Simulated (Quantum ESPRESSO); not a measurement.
Runs of Quantum ESPRESSO 7.5 on SrO. It takes space group Fm-3m (No. 225, cubic). Conventional cell: a = 5.133 Å, b = 5.133 Å, c = 5.133 Å, α = 90.00°, β = 90.00°, γ = 90.00°. Around Sr (site symmetry m-3m) lie 6 O at 2.57 Å. O (site symmetry m-3m) has 6 Sr at 2.57 Å as nearest neighbours. 

```csv
share of exact exchange,gap on the mesh (eV)
0.25,5.86
0.05,(b)
0.35,6.69
0.5,7.96
0.1,(a)
```

Alike in all rows: task single point; level r2SCAN-X; potentials or basis SG15 PBE 1.2; no spin polarisation; cell as given; k mesh 4 × 4 × 4; cutoff (eV) 1197; smearing fixed; the mesh is coarse, so values aren't converged.

Estimate the missing entries.

(a) 4.62; (b) 4.22.

Caveats: all runs use coarse meshes.

A k mesh can miss the band edges, and the runs leave out spin-orbit coupling on Sr.

Runs at the PBE level aren't shown here.
